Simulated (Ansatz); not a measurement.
# Os(0001) with 2 layers of random Os-Ru, 2x2: scattering by chemical disorder, part 2 of 2

Aim: the residual resistivity of a random alloy, from Os(0001) with 2 layers of random Os-Ru, 2x2 and longer regions.

Ansatz 0.2.0; Ansatz plane-wave DFT, PBE, PAW files; ballistic transport by layer matching (Landauer), zero bias; PAW set soft_1.

So far. Step 3 (With 6 alloy layers): Over the solved energies the transmission per spin lies between 4.26 and 4.35, out of 4.53 channels of the lead on average (up to 4.55).

## 4. With 10 alloy layers

In 10 layers a share of 0.25 of the sites is given to Ru at random. A fresh draw is used; the growth of the resistance with length is what counts.

System of this step: Os(0001) with 10 layers of random Os-Ru, 2x2. The cell holds 80 atoms: 70 Os and 10 Ru. Cell: a = 5.468 Å, b = 5.468 Å, c = 43.197 Å, α = 90.0°, β = 90.0°, γ = 120.0°. It derives from Os. Regions: lead, 40 atoms (40 Os); scattering region, 40 atoms (30 Os and 10 Ru). The structure is stacked along c, and the current runs across the ab planes.

The input, input.yaml:

```yaml
crystal:
  lattice:
    - [5.4682, 0.0, 0.0]
    - [-2.7341, 4.735600113, 0.0]
    - [0.0, 0.0, 43.197]
  atoms:
    - { symbol: Os, position: [0.1666666667, 0.3333333333, 0.025] }
    - { symbol: Os, position: [0.1666666667, 0.8333333333, 0.025] }
    - { symbol: Os, position: [0.6666666667, 0.3333333333, 0.025] }
    - { symbol: Os, position: [0.6666666667, 0.8333333333, 0.025] }
    - { symbol: Os, position: [0.3333333333, 0.1666666667, 0.075] }
    - { symbol: Os, position: [0.3333333333, 0.6666666667, 0.075] }
    - { symbol: Os, position: [0.8333333333, 0.1666666667, 0.075] }
    - { symbol: Os, position: [0.8333333333, 0.6666666667, 0.075] }
    - { symbol: Os, position: [0.1666666667, 0.3333333333, 0.125] }
    - { symbol: Os, position: [0.1666666667, 0.8333333333, 0.125] }
    - { symbol: Os, position: [0.6666666667, 0.3333333333, 0.125] }
    - { symbol: Os, position: [0.6666666667, 0.8333333333, 0.125] }
    - { symbol: Os, position: [0.3333333333, 0.1666666667, 0.175] }
    - { symbol: Os, position: [0.3333333333, 0.6666666667, 0.175] }
    - { symbol: Os, position: [0.8333333333, 0.1666666667, 0.175] }
    - { symbol: Os, position: [0.8333333333, 0.6666666667, 0.175] }
    - { symbol: Os, position: [0.1666666667, 0.3333333333, 0.225] }
    - { symbol: Os, position: [0.1666666667, 0.8333333333, 0.225] }
    - { symbol: Os, position: [0.6666666667, 0.3333333333, 0.225] }
    - { symbol: Os, position: [0.6666666667, 0.8333333333, 0.225] }
    - { symbol: Os, position: [0.3333333333, 0.1666666667, 0.275] }
    - { symbol: Os, position: [0.3333333333, 0.6666666667, 0.275] }
    - { symbol: Os, position: [0.8333333333, 0.1666666667, 0.275] }
    - { symbol: Os, position: [0.8333333333, 0.6666666667, 0.275] }
    - { symbol: Os, position: [0.1666666667, 0.3333333333, 0.325] }
    - { symbol: Os, position: [0.1666666667, 0.8333333333, 0.325] }
    - { symbol: Ru, position: [0.6666666667, 0.3333333333, 0.325] }
    - { symbol: Os, position: [0.6666666667, 0.8333333333, 0.325] }
    - { symbol: Ru, position: [0.3333333333, 0.1666666667, 0.375] }
    - { symbol: Os, position: [0.3333333333, 0.6666666667, 0.375] }
    - { symbol: Os, position: [0.8333333333, 0.1666666667, 0.375] }
    - { symbol: Os, position: [0.8333333333, 0.6666666667, 0.375] }
    - { symbol: Os, position: [0.1666666667, 0.3333333333, 0.425] }
    - { symbol: Ru, position: [0.1666666667, 0.8333333333, 0.425] }
    - { symbol: Os, position: [0.6666666667, 0.3333333333, 0.425] }
    - { symbol: Os, position: [0.6666666667, 0.8333333333, 0.425] }
    - { symbol: Os, position: [0.3333333333, 0.1666666667, 0.475] }
    - { symbol: Os, position: [0.3333333333, 0.6666666667, 0.475] }
    - { symbol: Ru, position: [0.8333333333, 0.1666666667, 0.475] }
    - { symbol: Ru, position: [0.8333333333, 0.6666666667, 0.475] }
    - { symbol: Os, position: [0.1666666667, 0.3333333333, 0.525] }
    - { symbol: Os, position: [0.1666666667, 0.8333333333, 0.525] }
    - { symbol: Ru, position: [0.6666666667, 0.3333333333, 0.525] }
    - { symbol: Os, position: [0.6666666667, 0.8333333333, 0.525] }
    - { symbol: Os, position: [0.3333333333, 0.1666666667, 0.575] }
    - { symbol: Os, position: [0.3333333333, 0.6666666667, 0.575] }
    - { symbol: Os, position: [0.8333333333, 0.1666666667, 0.575] }
    - { symbol: Os, position: [0.8333333333, 0.6666666667, 0.575] }
    - { symbol: Os, position: [0.1666666667, 0.3333333333, 0.625] }
    - { symbol: Os, position: [0.1666666667, 0.8333333333, 0.625] }
    - { symbol: Ru, position: [0.6666666667, 0.3333333333, 0.625] }
    - { symbol: Os, position: [0.6666666667, 0.8333333333, 0.625] }
    - { symbol: Ru, position: [0.3333333333, 0.1666666667, 0.675] }
    - { symbol: Os, position: [0.3333333333, 0.6666666667, 0.675] }
    - { symbol: Ru, position: [0.8333333333, 0.1666666667, 0.675] }
    - { symbol: Os, position: [0.8333333333, 0.6666666667, 0.675] }
    - { symbol: Os, position: [0.1666666667, 0.3333333333, 0.725] }
    - { symbol: Os, position: [0.1666666667, 0.8333333333, 0.725] }
    - { symbol: Os, position: [0.6666666667, 0.3333333333, 0.725] }
    - { symbol: Ru, position: [0.6666666667, 0.8333333333, 0.725] }
    - { symbol: Os, position: [0.3333333333, 0.1666666667, 0.775] }
    - { symbol: Os, position: [0.3333333333, 0.6666666667, 0.775] }
    - { symbol: Os, position: [0.8333333333, 0.1666666667, 0.775] }
    - { symbol: Os, position: [0.8333333333, 0.6666666667, 0.775] }
    - { symbol: Os, position: [0.1666666667, 0.3333333333, 0.825] }
    - { symbol: Os, position: [0.1666666667, 0.8333333333, 0.825] }
    - { symbol: Os, position: [0.6666666667, 0.3333333333, 0.825] }
    - { symbol: Os, position: [0.6666666667, 0.8333333333, 0.825] }
    - { symbol: Os, position: [0.3333333333, 0.1666666667, 0.875] }
    - { symbol: Os, position: [0.3333333333, 0.6666666667, 0.875] }
    - { symbol: Os, position: [0.8333333333, 0.1666666667, 0.875] }
    - { symbol: Os, position: [0.8333333333, 0.6666666667, 0.875] }
    - { symbol: Os, position: [0.1666666667, 0.3333333333, 0.925] }
    - { symbol: Os, position: [0.1666666667, 0.8333333333, 0.925] }
    - { symbol: Os, position: [0.6666666667, 0.3333333333, 0.925] }
    - { symbol: Os, position: [0.6666666667, 0.8333333333, 0.925] }
    - { symbol: Os, position: [0.3333333333, 0.1666666667, 0.975] }
    - { symbol: Os, position: [0.3333333333, 0.6666666667, 0.975] }
    - { symbol: Os, position: [0.8333333333, 0.1666666667, 0.975] }
    - { symbol: Os, position: [0.8333333333, 0.6666666667, 0.975] }
kpoints:
  mp_grid: { grid: [5, 5, 1] }
hamiltonian:
  xc: pbe
  pseudopotentials: { kind: paw, azcp: { folder: soft_1 } }
scf:
  occupations: { method: fermi_dirac, width: 0.1 }
output:
  transmission:
    leads: [[0, 8]]
    kmesh: [10, 10]
    e_range: [-0.05, 0.05]
    de: 0.05
  write_potential: true
  write_density: true
  volumetric_format: npy
```

Command:

```
$ ansatz run input.yaml --threads 4 --pin off --max-ram 15360MiB --backend cpu --events-out ev --progress --plain --runs-dir out
```

Numbers of over 12 decimals in the logs are rounded to 6 here.

Log:

```text
[...]
Crystal: 80 atoms, lattice volume = 1118.595 Å³
Basis set: ecut = 420 eV, 21739 PW (Γ)
Bands: 768, of which v1, the nominal top of the filled ones, is band 640 counted from 1 (639 counted from 0)
Symmetry: 1 space group operations
[...]
k-points: 13 of 25 (time reversal used)
[...]
SCF iter   1: F=—  HF=-855827.230958 eV  |F-HF|=—  |Δ(HF+E_count)|=         —  Δρ=9.67e-2  dr2=2.55e2  ethr=3.10e-3  ⟨swp⟩=5.4  Hψ=32736  notcnv=0  defer=40
[...]
SCF iter  10: F=-855801.958497 eV  HF=-855801.958497 eV  |F-HF|=1.59e-8  |Δ(HF+E_count)|=   1.19e-8  Δρ=4.11e-7  dr2=1.71e-8  ethr=7.81e-12  ⟨swp⟩=8.0  Hψ=21077  notcnv=0
SCF 1 converged in 10 iterations: F = -855801.958497 eV  dr2 = 1.71e-8
[...]
transmission: 417 of 4160 steps passed
transmission: 832 of 4160 steps passed
[...]
transmission: 4160 of 4160 steps passed
SCF converged after 10 iterations
Free energy (F): -855801.958497 eV
[...]
Internal energy: -855800.085826 eV  (E = F + TS)
E sigma→0 (E₀):  -855801.022161 eV
Entropy (-TS):   -1.872671 eV (-23.408 meV/atom)
Fermi energy:    25.611677 eV
[...]
--- Band table (eV; the first three rows and the last of 13) ---
  k-point 0: bands = [... 636 lower, 26.2629, 26.4027, 26.4081, 26.4160, 26.4187, 26.4290, 26.4336, 26.4550, ... 124 higher]
  k-point 1: bands = [... 636 lower, 25.9368, 25.9409, 25.9661, 25.9686, 25.9914, 25.9937, 26.0147, 26.3402, ... 124 higher]
  k-point 2: bands = [... 636 lower, 25.4364, 25.4378, 25.4415, 25.4530, 25.4576, 25.4727, 25.5200, 25.5415, ... 124 higher]
  k-point 12: bands = [... 636 lower, 25.4488, 25.6303, 25.6579, 25.6600, 25.6662, 25.6803, 25.6901, 25.7138, ... 124 higher]
--- Transmission ---
  basis      : 223 plane waves across, 80 finite elements along
  points     : 52, standing for a mesh of 10 x 10
[...]
channels       : 4.550000e0 a spin
[...]
junction   : crystal 0 to crystal 0, 1.46 to 40.34 Å
    transmission   : 4.239142e0 a spin
[...]
```

The job ended after 27 min (4 threads of Arm Neoverse V1, shared host; peak memory 8.7 GiB; 1.7 h of CPU time).

Numbers from this step:

| Quantity | Value |
| --- | --- |
| free energy | -855801.9585 eV |
| energy at zero smearing | -855801.0222 eV |
| Fermi energy | 25.61 eV |
| transmission per spin nearest the Fermi level | 4.239 |
| step of the lead's potential | 3.3 meV |

Per spin. The transmission, zone mean by energy, zero at the Fermi level:

| energy (eV) | transmission, zone mean |
| --- | --- |
| -0.0500 | 4.28 |
| 0.0000 | 4.24 |
| 0.0500 | 4.26 |

Over the solved energies the transmission per spin lies between 4.24 and 4.28, out of 4.53 channels of the lead on average (up to 4.55).

## 5. Resistance against length

This step: Ansatz plane-wave DFT, PBE, PAW files; ballistic transport by layer matching (Landauer), zero bias; residual resistivity from the slope of the area resistance, atoms on the host's lattice; PAW set soft_1 (Ansatz 0.2.0).

Numbers from this step:

```
resistivity           : 1.811 µΩ cm
intercept             : 0.009954 fΩ m²
scatter about the fit : 0.002296 fΩ m²
```

Resistance, by row:

| run | length (Å) | T | channels N | RA (fΩ m²) |
| --- | --- | --- | --- | --- |
| n2 | 4.32 | 4.487 | 4.587 | 0.01615 |
| n6 | 12.96 | 4.319 | 4.533 | 0.03667 |
| n10 | 21.6 | 4.259 | 4.533 | 0.04745 |

The area resistance by length of the alloy:

| length of the alloy (Å) | area resistance (fΩ m²) |
| --- | --- |
| 4.32 | 0.0162 |
| 12.96 | 0.0367 |
| 21.60 | 0.0475 |

The area resistance goes from 0.016 to 0.047 fΩ m² between 4.3 and 21.6 Å, a slope of 1.8 µΩ cm.

By hand from the end points: (0.04745 − 0.01615) fΩ m² / (21.60 − 4.32) Å = 1.8 µΩ cm, since 1 fΩ m² per Å is 1000 µΩ cm.

## 6. What came out

- resistivity from the slope: 1.81 µΩ cm
- area resistance over 4.32 Å: 0.0162 fΩ m²
- area resistance over 13.0 Å: 0.0367 fΩ m²
- area resistance over 21.6 Å: 0.0475 fΩ m²

The slope gives 1.8 µΩ cm. The points scatter by 0.0023 fΩ m² about the line, with one random draw a length in a 2x2 cell, so the slope is a rough value. The lead's own channel count moves between the runs (4.59, 4.53 and 4.53), which shifts RA and the slope too. Read with a model of isotropic scattering on a spherical Fermi surface and the lead's 1.4×10¹⁵ S/m², this slope means a mean free path near 374 Å; over these lengths the model's slope is 1.24 times its bulk resistivity, which would be 1.5 µΩ cm. The draw over the shortest length came out nearly ordered, with 8 symmetry operations, so that point is a poor sample of a random alloy. The atoms sit on the host's lattice, so scattering by size misfit is left out. Spin-orbit coupling is left out, which matters for Os.

[Logs are printed without paths, hosts, clocks, repeated set-up lines and the standing remarks that a program may print on its own settings, such as how far it seeks lower states.]

[Hosts, paths, dates, database ids (printed as entryN), source tags and the programs' standing remarks are cut or masked in the printed files.]
